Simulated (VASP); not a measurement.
Input of a VASP 6.6.1 run:

Contents of INCAR:

```
SYSTEM = HgTe
PREC = Accurate
ENCUT = 600
EDIFF = 1E-6
ISMEAR = 0
SIGMA = 0.03
LREAL = .False.
LASPH = .True.
NELM = 80
ALGO = Normal
ISIF = 3
LWAVE = .False.
LCHARG = .False.
METAGGA = R2SCAN
LMIXTAU = .True.
IBRION = 2
NSW = 90
EDIFFG = -0.01
```

KPOINTS

```
regular mesh
0
Gamma
  10 10 10
  0 0 0
```

File POSCAR:

```
HgTe
1.0
    0.0000000000      3.2145000000      3.2145000000
    3.2145000000      0.0000000000      3.2145000000
    3.2145000000      3.2145000000      0.0000000000
Hg Te
1 1
Direct
    0.0000000000      0.0000000000      0.0000000000
    0.2500000000      0.2500000000      0.2500000000
```

Potentials or basis: VASP PAW PBE potentials, release 64 (Hg, Te).

The run is started by

```console
$ cat potpaw_PBE.64/Hg/POTCAR potpaw_PBE.64/Te/POTCAR > POTCAR
$ mpirun -np 1 vasp_std > vasp.out
```

Q: What does it give for the band gap on the k mesh?

A: None (metal or under the smearing width).

Q: Predict the relaxed cell.

A: a = 4.650 Å, b = 4.650 Å, c = 4.650 Å, α = 60.00°, β = 60.00°, γ = 60.00°.

Q: Predict the relaxed volume.

A: 35.56 Å³/atom.

Q: Predict the space group after relaxing (to 0.05 Å).

A: F-43m (No. 216).

Step by step:
```
step  energy change (eV)  largest force (eV/Å)  pressure (GPa)  volume (Å³)
   1              0.0000                0.0000            3.23        66.43
   2             -0.0380                0.0000           -1.01        73.07
   3             -0.0444                0.0000            0.00        71.12
```

Caveat: the PAW data sets were made with another functional, which shifts forces and pressure a little. Zero-point motion and thermal expansion aren't in these numbers.
